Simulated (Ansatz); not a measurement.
Starting cell, CsBr (CsCl type):

```yaml
crystal:
  lattice:
    - [8.64696, 0.00000, 0.00000]
    - [0.00000, 4.32348, 0.00000]
    - [0.00000, 0.00000, 4.32348]
  atoms:
    - { symbol: Cs, position: [0.00000, 0.00000, 0.00000] }
    - { symbol: Cs, position: [0.50000, 0.00000, 0.00000] }
    - { symbol: Br, position: [0.25000, 0.50000, 0.50000] }
    - { symbol: Br, position: [0.75000, 0.50000, 0.50000] }
```

In each cell atom 4 (Br, nearest neighbour Cs at 3.744 Å; its periodic images, 4.3 Å or more away, move with it) moves by s·(0.707, 0.707, 0.000) (along Cartesian [110]), the rest being held.

All values below come from r2SCAN (plane waves to 500 eV, PAW, scalar-relativistic; Ansatz, a program for electronic structure). k mesh 3×6×6 (Γ-centred), Fermi-Dirac smearing 0.05 eV. Energies are smeared free energies. CsBr was relaxed with its symmetry unable to fall. ΔE is measured from the undisplaced structure.

```tsv
s (Å)	ΔE (meV/cell)
-0.750	473
-0.600	278
-0.450	146
-0.300	withheld
-0.150	15
0.000	0
0.150	15
0.300	withheld
0.450	146
0.600	278
0.750	473
```

**Question.** Fit an even polynomial form (powers 2, 4) to the given rows and predict ΔE at s = -0.300.

**Answer.** Least squares on the 9 given rows: ΔE = (652.1)·s² + (335.4)·s⁴, in meV/cell with s in Å; root-mean-square residual 0.2 meV/cell. At -0.300 the fit gives 61 meV/cell; the calculation gives 61 meV/cell, the same to the digits shown. The quadratic term alone would give 59 meV/cell.

(For displaced atoms, the force is minus the slope of the energy, and its curvature is a force constant, which sets phonon frequencies.)
